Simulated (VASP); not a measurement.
# CdTe (F-43m) in VASP: a series of runs

Aim: see how the results for CdTe move with the level of theory and the settings. Levels: PBE0, HF, PBE. Tasks: single point.

Everything below comes from runs of VASP 6.6.1. Logs are shortened: lines on timing, memory, paths and dates and some standing lists are left out, and cuts for length are marked.

**Measured values to compare with.**

A printed reference work, data compilation reports, for a bulk crystal of CdTe at 0 K: band gap 1.607 eV.

The results are compared with them further down.

### 1 The cell of the first run

It takes space group F-43m (No. 216, cubic). Conventional cell: a = 6.617 Å, b = 6.617 Å, c = 6.617 Å, α = 90.00°, β = 90.00°, γ = 90.00°. Within 3.8 Å of Cd (site symmetry -43m) lie 4 Te at 2.87 Å. Te (site symmetry -43m) has 4 Cd at 2.87 Å within 3.8 Å.

### 2 Single point, PBE0

POSCAR

```
CdTe
1.0
    0.0000000000      3.3086866296      3.3086866296
    3.3086866296      0.0000000000      3.3086866296
    3.3086866296      3.3086866296      0.0000000000
Cd Te
1 1
Direct
    0.0000000000      0.0000000000      0.0000000000
    0.2500000000      0.2500000000      0.2500000000
```

INCAR.step1

```
ALGO = Normal ; EDIFF = 1E-5
ENCUT = 520 ; GGA = PE
ISIF = 2 ; ISMEAR = 0
LASPH = True ; LCHARG = False
LREAL = False ; LWAVE = True
NBANDS = 16 ; NELM = 80
PREC = Accurate ; SIGMA = 0.01
```

INCAR.step2

```
AEXX = 0.25 ; ALGO = Normal
EDIFF = 1E-6 ; ENCUT = 520
GGA = PE ; ISIF = 2
ISMEAR = 0 ; ISTART = 1
LASPH = True ; LCHARG = False
LHFCALC = True ; LREAL = False
LWAVE = False ; NBANDS = 16
NELM = 80 ; PREC = Accurate
PRECFOCK = Normal ; SIGMA = 0.01
```

KPOINTS

```
k-points
0
Gamma
  4 4 4
```

Potentials or basis: VASP PAW PBE potentials, release 64 (Cd, Te).

Started as:

```console
$ cat potpaw_PBE.64/Cd/POTCAR potpaw_PBE.64/Te/POTCAR > POTCAR
$ cp INCAR.step1 INCAR
$ mpirun -np 1 vasp_std > vasp.out
$ cp INCAR.step2 INCAR
$ mpirun -np 1 vasp_std > vasp.out
```

OUTCAR:

```text
AEXX = 0.25
   EDIFF = 1E-6
   ENCUT = 520
   GGA = PE
   ISIF = 2
   ISMEAR = 0
   ISTART = 1
   LASPH = True
   LHFCALC = True
   LREAL = False
   NELM = 80
   PREC = Accurate
   PRECFOCK = Normal

 ion  position               nearest neighbor table
   1  0.000  0.000  0.000-   2 2.87   2 2.87   2 2.87   2 2.87
   2  0.250  0.250  0.250-   1 2.87   1 2.87   1 2.87   1 2.87

  LATTYP: Found a face centered cubic cell.
 ALAT       =     6.6173732592

  Lattice vectors:

 A1 = (   0.0000000000,   3.3086866296,   3.3086866296)
 A2 = (   3.3086866296,   0.0000000000,   3.3086866296)
 A3 = (   3.3086866296,   3.3086866296,   0.0000000000)

Analysis of symmetry for initial positions (statically):
=====================================================================
 Subroutine PRICEL returns:
 Original cell was already a primitive cell.

 Routine SETGRP: Setting up the symmetry group for a
 face centered cubic supercell.

 Subroutine GETGRP returns: Found 24 space group operations
 (whereof 24 operations were pure point group operations)
 out of a pool of 48 trial point group operations.

The static configuration has the point symmetry T_d .

Analysis of symmetry for dynamics (positions and initial velocities):
=====================================================================
 Subroutine PRICEL returns:
 Original cell was already a primitive cell.

 Routine SETGRP: Setting up the symmetry group for a
 face centered cubic supercell.

 Subroutine GETGRP returns: Found 24 space group operations
 (whereof 24 operations were pure point group operations)
 out of a pool of 48 trial point group operations.

The dynamic configuration has the point symmetry T_d .

 Subroutine INISYM returns: Found 24 space group operations
 (whereof 24 operations are pure point group operations),
 and found     1 'primitive' translations

----------------------------------------------------------------------------------------

                                     Primitive cell

  volume of cell :      72.4431

  direct lattice vectors                    reciprocal lattice vectors
[... 72 lines left out ...]
   EDIFFG = 0.1E-04   stopping-criterion for IOM
   NSW    =      0    number of steps for IOM
   IBRION =     -1    ionic relax: 0-MD 1-quasi-New 2-CG
   NFREE  =      0    steps in history (QN), initial steepest desc. (CG)
   ISIF   =      2    stress and relaxation
   ISYM   =      3    0-nonsym 1-usesym 2-fastsym
   POTIM  = 0.5000    time-step for ionic-motion
   TEBEG  =    0.0;   TEEND  =   0.0 temperature during run
   PSTRESS=    0.0 pullay stress
   NELECT =      18.0000    total number of electrons
   NUPDOWN=      -1.0000    fix difference up-down
   EMIN   =  10.00;   EMAX   =-10.00  energy-range for DOS
   EFERMI =   0.00;   METHOD = LEGACY
   ISMEAR =     0;   SIGMA  =   0.01  broadening in eV -4-tet -1-fermi 0-gaus
   EFERMI_NEDOS =   21; number of points for ismear=-14 and -15
   IALGO  =     38    algorithm
   IMIX   =      1    mixing-type and parameters
     AMIX     =   0.40;   BMIX     =  1.00
     AMIX_MAG =   1.60;   BMIX_MAG =  1.00
  volume/ion in A,a.u.               =      36.22       244.44
  Fermi-wavevector in a.u.,A,eV,Ry     =   1.029201  1.944907 14.412024  1.059254
  Thomas-Fermi vector in A             =   2.163236
   LORBIT       =      0    0 simple, 1 ext, 2 COOP (PROOUT), +10 PAW based schemes
   GGA     = PE    functional components
   LHFCALC =     T    Hartree Fock is set to
   PRECFOCK=normal    Normal, Fast or Accurate (Low or Medium for compatibility)
   ENCUT4O =  -1.0   cutoff for four orbital integrals eV
   NKREDX  =     1    reduce k-point grid by
   NKREDY  =     1    reduce k-point grid by
   NKREDZ  =     1    reduce k-point grid by
   AEXX    =    0.2500 exact exchange contribution
   HFSCREEN=    0.0000 screening length (either q_TF or 0.3 A-1)
   HFSCREENC=   0.0000 screening length for correlation (either q_TF or 0.3 A-1)
   ENCUTFOCK=  -1.0 apply spherical cutoff to Coloumb kernel
   IVDW    =     0    specifies the selected vdW correction
   LEPSILON=     F    determine dielectric tensor
   LRPA    =     F    only Hartree local field effects (RPA)
 non-spin polarized calculation
 Gauss-broadening in eV      SIGMA  =   0.01
  energy-cutoff  :      520.00
  volume of cell :       72.44
 maximum number of plane-waves:      1964
 NGX is ok and might be reduce to    36
  NGX = 28; NGY = 28; NGZ = 28

 number of electron      18.0000006 magnetization

 Free energy of the ion-electron system (eV)
  ---------------------------------------------------
  ext. energy  EPLUGINS =         0.00000000
  ---------------------------------------------------
  free energy    TOTEN  =        -6.55874111 eV

  energy without entropy =       -6.55874111  energy(sigma->0) =       -6.55874111

 E-fermi :   1.0666     XC(G=0):  -6.5744

 val. band max:        0.9464597449   @ k =   0.0000   0.0000   0.0000
 cond. band min:       2.9791657304   @ k =   0.0000   0.0000   0.0000
 fundamental gap:      2.0327059855
 Fermi energy:         1.0666282679

 k-point     1 :       0.0000    0.0000    0.0000
  band No.  band energies     occupation
      1     -10.8889      2.00000
      2      -8.5393      2.00000
      3      -8.5393      2.00000
      4      -8.5393      2.00000
      5      -8.3188      2.00000
      6      -8.3188      2.00000
[... 129 lines left out ...]
      3      -8.4303      2.00000
      4      -8.3437      2.00000
      5      -8.3174      2.00000
      6      -7.6939      2.00000
[... 8 lines left out ...]
     15      13.6769      0.00000
     16      13.8113      0.00000

------------------------ aborting loop because EDIFF is reached ----------------------------------------

  FORCE on cell =-STRESS in cart. coord.  units (eV):
  Direction    XX          YY          ZZ          XY          YZ          ZX
  --------------------------------------------------------------------------------------
  -------------------------------------------------------------------------------------
  Total       -0.4464575     -0.4464575     -0.4464575      0.0000000      0.0000000      0.0000000
  in kB       -9.8740156     -9.8740156     -9.8740156      0.0000000      0.0000000      0.0000000
  external PRESSURE =      -9.8740156 kB  Pullay stress =       0.0000000 kB

 VOLUME and BASIS-vectors are now :
 -----------------------------------------------------------------------------
  energy-cutoff  :      520.00
  volume of cell :       72.44
      direct lattice vectors                 reciprocal lattice vectors
     0.000000000  3.308686630  3.308686630    -0.151117363  0.151117363  0.151117363
     3.308686630  0.000000000  3.308686630     0.151117363 -0.151117363  0.151117363
     3.308686630  3.308686630  0.000000000     0.151117363  0.151117363 -0.151117363

 POSITION                                       TOTAL-FORCE (eV/Angst)
 -----------------------------------------------------------------------------------
      0.00000      0.00000      0.00000        -0.000000     -0.000000     -0.000000
      1.65434      1.65434      1.65434         0.000000      0.000000      0.000000
 -----------------------------------------------------------------------------------
    total drift:                                0.000006      0.000015      0.000008

  FREE ENERGIE OF THE ION-ELECTRON SYSTEM (eV)
  ---------------------------------------------------
  free  energy   TOTEN  =        -6.5587411104 eV

  energy  without entropy=       -6.5587411104  energy(sigma->0) =       -6.55874111
```

OSZICAR.step1:

```text
N       E                     dE             d eps       ncg     rms          rms(c)
DAV:   1     0.103840739143E+03    0.10384E+03   -0.82908E+03   256   0.971E+02
DAV:   2    -0.915257889823E+00   -0.10476E+03   -0.97961E+02   288   0.232E+02
DAV:   3    -0.496761844539E+01   -0.40524E+01   -0.40442E+01   312   0.485E+01
DAV:   4    -0.500470950201E+01   -0.37091E-01   -0.37088E-01   392   0.411E+00
DAV:   5    -0.500480411182E+01   -0.94610E-04   -0.94608E-04   320   0.191E-01    0.490E+00
DAV:   6    -0.477033422026E+01    0.23447E+00   -0.39591E-01   304   0.707E+00    0.412E+00
DAV:   7    -0.475349907667E+01    0.16835E-01   -0.11301E-01   264   0.210E+00    0.164E+00
DAV:   8    -0.475472021191E+01   -0.12211E-02   -0.10782E-02   304   0.114E+00    0.477E-01
DAV:   9    -0.475514561290E+01   -0.42540E-03   -0.97059E-04   280   0.305E-01    0.106E-01
DAV:  10    -0.475523075520E+01   -0.85142E-04   -0.12506E-04   328   0.987E-02    0.533E-02
DAV:  11    -0.475528078480E+01   -0.50030E-04   -0.89726E-05   280   0.538E-02    0.358E-02
DAV:  12    -0.475527968097E+01    0.11038E-05   -0.32408E-06   248   0.132E-02
   1 F= -.47552797E+01 E0= -.47552797E+01  d E =-.163294E-51
```

Run time: 8.8 min. Hardware: 1 thread of Intel Xeon Platinum 8488C (Sapphire Rapids), shared host; peak memory 0.22 GiB.

What came out:

- Free energy: -6.5587 eV
- Pressure: -1.0 GPa
- Band gap on the k mesh: 2.03 eV

Caveat: the PAW data sets were made with another functional, which shifts forces and pressure a little; spin-orbit coupling is left out, which moves the levels of the heavy elements.

(Part 1 of 2 ends here.)
